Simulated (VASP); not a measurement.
Here is a VASP 6.6.1 calculation.

Contents of INCAR:

```
SYSTEM = TePb
ALGO = Normal
EDIFF = 1E-7
ENCUT = 520
GGA = PE
ISIF = 2
ISMEAR = 0
LASPH = .TRUE.
LCHARG = .TRUE.
LELF = .TRUE.
LREAL = .FALSE.
LVHAR = .TRUE.
LWAVE = .FALSE.
NBANDS = 17
NELM = 60
PREC = Accurate
SIGMA = 0.02
```

KPOINTS

```
k-points
0
G
  8 8 8
  0 0 0
```

POSCAR

```
TePb
1.0
    0.0000000000      3.2860507263      3.2860507263
    3.2860507263      0.0000000000      3.2860507263
    3.2860507263      3.2860507263      0.0000000000
Te Pb
1 1
Direct
    0.5000000000      0.5000000000      0.5000000000
    0.0000000000      0.0000000000      0.0000000000
```

Potentials or basis: VASP PAW PBE potentials, release 64 (Te, Pb_d).

Run with:

```bash
$ cat potpaw_PBE.64/Te/POTCAR potpaw_PBE.64/Pb_d/POTCAR > POTCAR
$ mpirun -np 1 vasp_std > vasp.out
```

(1) What does it give for the pressure?

(2) Predict the band gap on the k mesh.

Answers

(1) -0.1 GPa.

(2) 0.83 eV, direct.

Caveat: spin-orbit coupling is left out, which moves the levels of the heavy elements.

**Measured values to compare with.**

A printed reference work, monograph reports, for a bulk crystal of TePb at 4.2 K: band gap 0.19 eV (direct).

Measured gap of TePb: 0.19 eV (direct; 4.2 K; a printed reference work, monograph). This calculation gives 0.83 eV (+0.64 eV). Spin-orbit coupling on Pb, Te is left out. The value is that of PBE on a finite k mesh, which can miss the band edges, without temperature or zero-point motion.
